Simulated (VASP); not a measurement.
## BN (P6_3mc): a series in uniaxial stress along [0001]

Strain engineering needs slopes: what does uniaxial stress along [0001] do to the lattice and the band edges of BN?

Calculated with VASP 6.6.1; PBEsol; plane waves and PAW (B, N); cell typed or built by script, in the first sound run; inputs show where later runs differ.

### Step 1. Set-up

Symmetry: P6_3mc, No. 186, hexagonal system. Conventional cell: a = 2.550 Å, b = 2.550 Å, c = 4.220 Å, α = 90.00°, β = 90.00°, γ = 120.00°. B has 4 N at 1.56 to 1.59 Å nearest. N has 4 B at 1.56 to 1.59 Å nearest. Farther neighbours and most contacts between anions are not listed.

As a file:

```xyz
4
Lattice="2.5500 0.0000 0.0000 -1.2750 2.2084 0.0000 0.0000 0.0000 4.2200" Properties=species:S:1:pos:R:3 pbc="T T T"
B     0.0000    1.4722    0.0000
B     1.2750    0.7361    2.1100
N     0.0000    1.4722    1.5909
N     1.2750    0.7361    3.7009
```

### Step 2. Relax the crystal, PBEsol

The series starts from the cell that this level prefers, so that zero strain is near zero stress.

This step took 2 runs in a row; the last is shown.

Level: PBEsol; plane waves and PAW (B, N); cell typed or built by script.

INCAR

```
SYSTEM = BN
PREC = Accurate
ENCUT = 600
EDIFF = 1E-07
NELM = 120
ISMEAR = 0
SIGMA = 0.02
LREAL = .FALSE.
ALGO = Normal
GGA = PS
NBANDS = 14
LASPH = .TRUE.
LORBIT = 11
LWAVE = .FALSE.
LCHARG = .FALSE.
KPAR = 16
IBRION = 2
NSW = 40
ISIF = 3
EDIFFG = -0.005
POTIM = 0.4
```

POSCAR

```
BN
1.0
    2.5415830991      0.0000000000      0.0000000000
   -1.2707915495      2.2010755300      0.0000000000
    0.0000000000      0.0000000000      4.2038538331
B N
2 2
Direct
    0.3333333333      0.6666666667      0.0013003609
    0.6666666667      0.3333333333      0.5013003609
    0.3333333333      0.6666666667      0.3756996391
    0.6666666667      0.3333333333      0.8756996391
```

KPOINTS

```
Automatic mesh
0
Gamma
13 13 7
0 0 0
```

PAW data sets: B and N (PBE family, release 64).

Started as:

```
$ mpirun -np 16 vasp_std
```

The log of the run:

```text
[banner, memory and clock lines left out]
running   16 mpi-ranks, on    1 nodes
[...]
|                                                                             |
|           W    W    AA    RRRRR   N    N  II  N    N   GGGG   !!!           |
|           W    W   A  A   R    R  NN   N  II  NN   N  G    G  !!!           |
|           W    W  A    A  R    R  N N  N  II  N N  N  G       !!!           |
|           W WW W  AAAAAA  RRRRR   N  N N  II  N  N N  G  GGG   !            |
|           WW  WW  A    A  R   R   N   NN  II  N   NN  G    G                |
|           W    W  A    A  R    R  N    N  II  N    N   GGGG   !!!           |
|                                                                             |
|     For optimal performance we recommend to set                             |
|       NCORE = 2 up to number-of-cores-per-socket                            |
|     NCORE specifies how many cores store one orbital (NPAR=cpu/NCORE).      |
|     This setting can greatly improve the performance of VASP for DFT.       |
[...]
|     You enforced a specific xc type in the INCAR file but a different       |
|     [... a line on the potential file left out ...]
|     I HOPE YOU KNOW WHAT YOU ARE DOING!                                     |
|                                                                             |

 LDA part: xc-table for (Slater+PW92), standard interpolation
 POSCAR, INCAR and KPOINTS ok, starting setup
[...]
entering main loop
       N       E                     dE             d eps       ncg     rms          rms(c)
DAV:   1     0.502488292399E+02    0.50249E+02   -0.92410E+03  2360   0.125E+03
DAV:   2    -0.355717389364E+02   -0.85821E+02   -0.79309E+02  3222   0.283E+02
DAV:   3    -0.385385934939E+02   -0.29669E+01   -0.29529E+01  3300   0.493E+01
DAV:   4    -0.385516981450E+02   -0.13105E-01   -0.13103E-01  2466   0.350E+00
[...]
DAV:  11    -0.366335002845E+02    0.16301E-05   -0.33028E-05  3000   0.520E-02    0.107E-02
DAV:  12    -0.366335008524E+02   -0.56790E-06   -0.32561E-06  3102   0.177E-02    0.170E-03
DAV:  13    -0.366335009159E+02   -0.63503E-07   -0.79821E-08  2040   0.324E-03
   1 F= -.36633501E+02 E0= -.36633501E+02  d E =-.366335E+02
[...]
reached required accuracy - stopping structural energy minimisation
```

The job ended after 6 s (16 MPI ranks of Intel Xeon 6975P-C (Granite Rapids), shared host; peak memory 2.5 GiB; 42 s of CPU time).

The logs omit lines about the potential files and the build; timing stands in the text.

From OUTCAR (step 2):

```text
  Total        0.0103145      0.0103145      0.0173193      0.0000000      0.0000000     -0.0000000
  in kB        0.7027008      0.7027008      1.1799246      0.0000000      0.0000000     -0.0000000
  external PRESSURE =       0.8617754 kB  Pullay stress =       0.0000000 kB

 POSITION                                       TOTAL-FORCE (eV/Angst)
 -----------------------------------------------------------------------------------
     -0.00000      1.46738      0.00547        -0.000000      0.000000     -0.004413
      1.27079      0.73369      2.10739         0.000000     -0.000000     -0.004413
     -0.00000      1.46738      1.57939        -0.000000     -0.000000      0.004413
      1.27079      0.73369      3.68131         0.000000      0.000000      0.004413
 -----------------------------------------------------------------------------------
    total drift:                               -0.000000      0.000000     -0.000261

  FREE ENERGIE OF THE ION-ELECTRON SYSTEM (eV)
  ---------------------------------------------------
  free  energy   TOTEN  =       -36.6335009159 eV

  energy  without entropy=      -36.6335009159  energy(sigma->0) =      -36.63350092

 reached required accuracy - stopping structural energy minimisation

[... 3 further parts left out ...]
[key lines of the parts left out:]
E-fermi :   7.6810
```

This run gave:

```
energy(sigma→0) of the program : -36.6335 eV
stress, compression positive   : xx, yy, zz 0.07, 0.07, 0.12 GPa
volume                         : 23.517 Å³
ionic steps                    : 1
```

### Step 3. Strain across the axis, PBEsol

One member in full: the axis is strained by 2 %, and the two directions across it are strained alike until their mean stress is under 0.012 GPa or five steps are spent.

This step took 3 runs, each at a new trial strain with the atoms of the one before; the last is shown.

Level: PBEsol; plane waves and PAW (B, N); cell typed or built by script.

Changes to INCAR since step 2:

```diff
@@ -15,7 +15,7 @@
 LCHARG = .FALSE.
-KPAR = 16
-IBRION = 2
-NSW = 40
-ISIF = 3
-EDIFFG = -0.005
-POTIM = 0.4
+KPAR = 4
+IBRION = 1
+NSW = 25
+ISIF = 2
+EDIFFG = -0.004
+POTIM = 0.3
```

POSCAR

```
BN
1.0
    2.5390879350      0.0000000000      0.0000000000
   -1.2695439670      2.1989146540      0.0000000000
    0.0000000000      0.0000000000      4.2879309100
B N
2 2
Direct
    0.3333333333      0.6666666667      0.0011937297
    0.6666666667      0.3333333333      0.5011937297
    0.3333333333      0.6666666667      0.3758062703
    0.6666666667      0.3333333333      0.8758062703
```

KPOINTS is that of step 2.

Started as:

```
$ mpirun -np 4 vasp_std
```

The log of the run:

```text
[banner, memory and clock lines left out]
running    4 mpi-ranks, on    1 nodes
[...]
[... a notice as in an earlier step ...]

 LDA part: xc-table for (Slater+PW92), standard interpolation
 POSCAR, INCAR and KPOINTS ok, starting setup
[...]
entering main loop
       N       E                     dE             d eps       ncg     rms          rms(c)
DAV:   1     0.496885267461E+02    0.49689E+02   -0.92500E+03  2360   0.125E+03
DAV:   2    -0.355174258522E+02   -0.85206E+02   -0.79484E+02  3202   0.283E+02
DAV:   3    -0.384590546842E+02   -0.29416E+01   -0.29288E+01  3252   0.497E+01
DAV:   4    -0.384727863160E+02   -0.13732E-01   -0.13721E-01  2508   0.363E+00
[...]
DAV:  11    -0.366058044178E+02    0.20846E-05   -0.33156E-05  3030   0.530E-02    0.110E-02
DAV:  12    -0.366058054510E+02   -0.10332E-05   -0.30795E-06  3036   0.175E-02    0.220E-03
DAV:  13    -0.366058055154E+02   -0.64448E-07   -0.22244E-07  2682   0.487E-03
   1 F= -.36605806E+02 E0= -.36605806E+02  d E =-.366058E+02
 BRION: g(F)=  0.687E-06 g(S)=  0.000E+00
 reached required accuracy - stopping structural energy minimisation
```

Run time: 6 s. Hardware: 4 MPI ranks; peak memory 0.57 GiB.

OUTCAR, selected parts (step 3):

```text
  Total        0.0003915      0.0003915     -2.8958682      0.0000000      0.0000000     -0.0000000
  in kB        0.0262018      0.0262018   -193.8007623      0.0000000      0.0000000     -0.0000000
  external PRESSURE =     -64.5827862 kB  Pullay stress =       0.0000000 kB

 POSITION                                       TOTAL-FORCE (eV/Angst)
 -----------------------------------------------------------------------------------
      0.00000      1.46594      0.00512         0.000000      0.000000      0.002436
      1.26954      0.73297      2.14908        -0.000000     -0.000000      0.002436
      0.00000      1.46594      1.61143        -0.000000      0.000000     -0.002436
      1.26954      0.73297      3.75540         0.000000     -0.000000     -0.002436
 -----------------------------------------------------------------------------------
    total drift:                               -0.000000      0.000000     -0.000151

  FREE ENERGIE OF THE ION-ELECTRON SYSTEM (eV)
  ---------------------------------------------------
  free  energy   TOTEN  =       -36.6058055154 eV

  energy  without entropy=      -36.6058055154  energy(sigma->0) =      -36.60580552

[... 2 parts as in an earlier step ...]

[... 2 further parts left out ...]
[key lines of the parts left out:]
E-fermi :   7.4900
```

Numbers from this step:

- energy(sigma→0) of the program: -36.6058 eV
- stress, compression positive: xx, yy, zz 0.00, 0.00, -19.38 GPa
- ionic steps: 1

### Step 4. Band edges, HSE06

Short lines in KPOINTS_OPT sample the zone centre along and across the axis, for masses, and the other valleys.

Level: HSE06; plane waves and PAW (B, N); cell typed or built by script.

INCAR

```
SYSTEM = BN
PREC = Accurate
ENCUT = 600
EDIFF = 1E-06
NELM = 100
ISMEAR = 0
SIGMA = 0.02
LREAL = .FALSE.
ALGO = Normal
LHFCALC = .TRUE.
AEXX = 0.25
GGA = PE
HFSCREEN = 0.2
LASPH = .TRUE.
NBANDS = 13
PRECFOCK = Fast
LWAVE = .FALSE.
LCHARG = .FALSE.
KPAR = 4
```

POSCAR is that of step 3.

KPOINTS

```
Automatic mesh
0
Gamma
7 7 4
0 0 0
```

KPOINTS_OPT

```
Line mode
6
Line-mode
Reciprocal
  0.00000000   0.00000000   0.00000000
  0.00000000   0.00000000   0.03412227

  0.00000000   0.00000000   0.00000000
 -0.02020542   0.01010271   0.00000000

  0.50000000   0.00000000   0.00000000
  0.50000000   0.00000000   0.50000000

  0.33333333   0.33333333   0.00000000
  0.33333333   0.33333333   0.50000000
```

Started as:

```
$ mpirun -np 4 vasp_std
```

The log of the run:

```text
[banner, memory and clock lines left out]
running    4 mpi-ranks, on    1 nodes
[...]
LDA part: xc-table for (Slater+PW92), standard interpolation
 found WAVECAR, reading the header
 POSCAR, INCAR and KPOINTS ok, starting setup
[...]
reading WAVECAR
 the WAVECAR file was read successfully
 initial charge from wavefunction
 entering main loop
       N       E                     dE             d eps       ncg     rms          rms(c)
DAV:   1    -0.406192646287E+02   -0.40619E+02   -0.42981E-01   659   0.781E+00    0.630E-01
DAV:   2    -0.406201998061E+02   -0.93518E-03   -0.15500E-02   769   0.146E+00    0.436E-01
DAV:   3    -0.406185176260E+02    0.16822E-02   -0.42459E-03   764   0.576E-01    0.256E-01
DAV:   4    -0.406185883578E+02   -0.70732E-04   -0.58690E-04   799   0.200E-01    0.169E-01
DAV:   5    -0.406185241933E+02    0.64164E-04   -0.18428E-05   824   0.528E-02    0.967E-02
DAV:   6    -0.406185015544E+02    0.22639E-04   -0.24211E-05   814   0.502E-02    0.521E-02
DAV:   7    -0.406184969523E+02    0.46021E-05   -0.37268E-06   789   0.209E-02    0.291E-02
DAV:   8    -0.406184953314E+02    0.16210E-05   -0.58166E-07   447   0.943E-03    0.169E-02
DAV:   9    -0.406184949936E+02    0.33773E-06   -0.37777E-07   442   0.679E-03
   1 F= -.40618495E+02 E0= -.40618495E+02  d E =-.378746E-32
 Start KPOINTS_OPT (optional k-point list driver)
k-point batch [1-24\24]
       N       E                     dE             ncg
DAV:   1     0.196496907634E+04   -0.93052E+04      624
DAV:   2    -0.411865376841E+03   -0.23768E+04      836
DAV:   3    -0.607861351597E+03   -0.19600E+03      819
DAV:   4    -0.611456678851E+03   -0.35953E+01      829
DAV:   5    -0.611517197685E+03   -0.60519E-01      764
DAV:   6    -0.611518308852E+03   -0.11112E-02      759
DAV:   7    -0.611518341051E+03   -0.32199E-04      653
DAV:   8    -0.611518342110E+03   -0.10583E-05      557
DAV:   9    -0.611518342189E+03   -0.79665E-07      552
```

It took 1.9 min on 4 MPI ranks; peak memory 1 GiB; 7.6 min of CPU time.

From OUTCAR (step 4):

```text
  LATTYP: Found a hexagonal cell.
 ALAT       =     2.5390879350
 C/A-ratio  =     1.6887681797

 Subroutine GETGRP returns: Found 12 space group operations
 (whereof  6 operations were pure point group operations)

The static configuration has the point symmetry C_3v.
 The point group associated with its full space group is C_6v.

 Found     24 irreducible k-points:

   k-points           NKPTS =     24   k-points in BZ     NKDIM =    196   number of bands    NBANDS=     13

   dimension x,y,z NGX =    20 NGY =   20 NGZ =   36
   dimension x,y,z NGXF=    40 NGYF=   40 NGZF=   72

   ENCUT  =  600.0 eV  44.10 Ry    6.64 a.u.   5.07  5.07  8.56*2*pi/ulx,y,z

   NELECT =      16.0000    total number of electrons

  exchange ACFDT corr.  =         0.00000000  see jH, gK, PRB 81, 115126

 E-fermi :   6.7102

 k-point     1 :       0.0000    0.0000    0.0000
  band No.  band energies     occupation
    ...
      4       4.4394      2.00000
      5       4.4394      2.00000
      6       6.2245      2.00000
      7       6.5482      2.00000
      8       6.5482      2.00000
      9      16.1003      0.00000
     10      16.7939      0.00000
     11      16.7939      0.00000
     12      18.0478      0.00000
     13      19.2147      0.00000

 k-point     2 :       0.1429    0.0000    0.0000
  band No.  band energies     occupation
    ...
      4       2.4446      2.00000
      5       3.6466      2.00000
      6       4.8585      2.00000
      7       5.8028      2.00000
      8       6.0456      2.00000
      9      15.9491      0.00000
     10      16.8878      0.00000
     11      17.6618      0.00000
     12      19.2501      0.00000
     13      20.1138      0.00000

 POSITION                                       TOTAL-FORCE (eV/Angst)
 -----------------------------------------------------------------------------------
      0.00000      1.46594      0.00512        -0.000000     -0.000000     -0.038171
      1.26954      0.73297      2.14908        -0.000000     -0.000000     -0.038171
      0.00000      1.46594      1.61143         0.000000      0.000000      0.038171
      1.26954      0.73297      3.75540        -0.000000     -0.000000      0.038171
 -----------------------------------------------------------------------------------
    total drift:                               -0.000001     -0.000003     -0.000070

  FREE ENERGIE OF THE ION-ELECTRON SYSTEM (eV)
  ---------------------------------------------------
  free  energy   TOTEN  =       -40.6184949936 eV

  energy  without entropy=      -40.6184949936  energy(sigma->0) =      -40.61849499

[... 1 part as in an earlier step ...]

[... 7 further parts left out ...]
```

Numbers from this step:

- energy(sigma→0) of the program: -40.6185 eV

### Step 5. The whole series

Hybrid runs start from orbitals of a short PBEsol run, not shown.

The other members went through these steps as far as the tables show, with the same cutoff and, step by step, the same mesh; 43 runs are not shown. The session took 2.3 core hours (wall time by ranks) on a shared machine.

| strain along the axis (%) | strain across the axis (%) | stress along the axis, tension positive (GPa) | energy above the unstrained row (meV/atom) | gap on the mesh, PBEsol (eV) |
| --- | --- | --- | --- | --- |
| -2.000 | 0.132 | -22.390 | 8.442 | 5.155 |
| -1.500 | 0.099 | -16.570 | 4.782 | 5.128 |
| -1.000 | 0.067 | -10.919 | 2.180 | 5.103 |
| -0.500 | 0.036 | -5.422 | 0.587 | 5.085 |
| 0 | 0.007 | -0.105 | 0.000 | 5.067 |
| 0.500 | -0.021 | 5.037 | 0.365 | 5.052 |
| 1.000 | -0.048 | 10.002 | 1.670 | 5.043 |
| 1.500 | -0.073 | 14.783 | 3.873 | 5.036 |
| 2.000 | -0.098 | 19.380 | 6.927 | 5.032 |

Slopes at zero strain, from cubics through all rows: strain ratio -0.057, stress over strain 1046 GPa.

Band edges at HSE06, counted from the valence-band top at Γ, with one row partly withheld:

| strain along the axis (%) | gap (eV) | conduction band at Γ (eV) | lowest conduction level on M–L (eV) | second valence level below the top (eV) | third valence level below the top (eV) |
| --- | --- | --- | --- | --- | --- |
| -2.000 | 6.612 | 9.998 | 8.037 | 0.000 | 0.196 |
| -1.500 | 6.585 | 10.027 | 8.075 | 0.000 | 0.219 |
| -1.000 | 6.558 | 10.055 | 8.033 | 0.000 | 0.242 |
| -0.500 | 6.540 | 10.086 | 7.983 | 0.000 | 0.259 |
| 0 | 6.521 | 10.116 | 7.931 | 0.000 | 0.277 |
| 0.500 | 6.505 | ? | 7.878 | 0.000 | 0.294 |
| 1.000 | 6.495 | 9.969 | 7.826 | 0.000 | 0.305 |
| 1.500 | 6.488 | 9.760 | 7.773 | 0.000 | 0.316 |
| 2.000 | 6.485 | 9.552 | 7.720 | 0.000 | 0.324 |

### Step 6. A fit to the known rows

The quantity to fit is the conduction level at Γ above the mean of the three top valence levels at HSE06: 10.063, 10.100, 10.136, 10.173, 10.209, 10.071, 9.865, 9.660 eV in the rows shown.

Fitting a parabola to the 8 known rows (e: strain in %) gives E = − 0.08116 e² − 0.08346 e + 10.18 in eV; the residuals are 0.035 eV r.m.s.

At e = 0.5 this predicts 10.1171 eV.

### Step 7. The withheld row

The calculation gives 10.2446 eV, so the prediction is 0.1275 eV too low, more than twice the residual of the fit.

The rows do not lie on one parabola (a picked bound of 1 % of their span for the r.m.s. residual). Levels that cross, a degenerate level that splits or an edge that moves to another point can do that; which it is was not traced. So the linear term is no slope at zero strain, and none is listed.

### Step 8. Outcome

| Item | Value |
| --- | --- |
| Poisson ratio | 0.057 |
| Young's modulus along the axis | 1046 GPa |
| gap of the unstrained cell, HSE06 | 6.52 eV |
| error of the predicted row | -127.5 meV |

What this shows: As a check, the curvature of the energy gives 1051 GPa for the same modulus (energy per volume = E/2 × strain²), 0 % from the slope of the stress. The energy also has a linear term worth 0.57 GPa that the stress column lacks, a mark of the finite basis. At HSE06 the edge that sets the gap lies at a point without a column here, up to 1.49 eV below the lowest level listed; the gap runs between 6.48 and 6.61 eV. Hole masses are left out throughout, since the top bands are degenerate or cross in many series; of conduction masses, those of the Γ, L and (for Si and Ge under (001) strain) Δ valleys are kept where they change by under an eighth between rows. HSE06 ran on a coarser mesh than the semilocal levels. Spin-orbit coupling is left out at HSE06, so the valence splittings there lack it. Temperature, zero-point motion and excitons are left out.

[Lines on the potential files, build, host, timing and source positions are cut from VASP's logs without a mark.]

[Logs are printed without paths, hosts, clocks, repeated set-up lines and the standing remarks that a program may print on its own settings, such as how far it seeks lower states.]

[Hosts, paths, dates, database ids (printed as entryN), source tags and the programs' standing remarks are cut or masked in the printed files.]

[In band tables of VASP the shares of atoms and orbitals are scaled to a sum of 1 inside the atoms' spheres.]
